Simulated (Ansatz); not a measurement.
Input and command of a plane-wave DFT calculation in Ansatz:

```yaml
crystal:
  lattice:
    - [3.13852642, 0.0, 0.0]
    - [0.0, 3.13852642, 0.0]
    - [0.0, 0.0, 4.643474564]
  atoms:
    - { symbol: Al, position: [0.5, 0.5, 0.5] }
    - { symbol: Ga, position: [0.0, 0.0, 0.0] }
    - { symbol: "N", position: [0.5, 0.0, 0.7390831705] }
    - { symbol: "N", position: [0.0, 0.5, 0.2609168295] }
basis:
  ecutwfc: 500
kpoints:
  mp_grid: { grid: [8, 8, 6] }
hamiltonian:
  xc: r2scan
scf:
  occupations: { method: gaussian, width: 0.05 }
output:
  forces: true
  stress: true
  eigenvalues: true
```

```bash
ansatz run input.yaml --threads 2 --pin off --max-ram 5120MiB --backend cpu --events-out ev --progress --plain --runs-dir out
```

Processor: Intel(R) Xeon(R) Platinum 8259CL CPU @ 2.50GHz (Skylake/Cascade Lake), 2 threads, on a host shared with other jobs.

Problem. Estimate time, memory and problem size.

Solution. About 5.5 s on 2 threads of Intel(R) Xeon(R) Platinum 8259CL CPU @ 2.50GHz (Skylake/Cascade Lake), with other jobs on the host, peak memory 0.53 GiB. It solves 17 bands at 60 k points (the mesh reduced by symmetry) with about 1165 plane waves, in 9 SCF iterations.
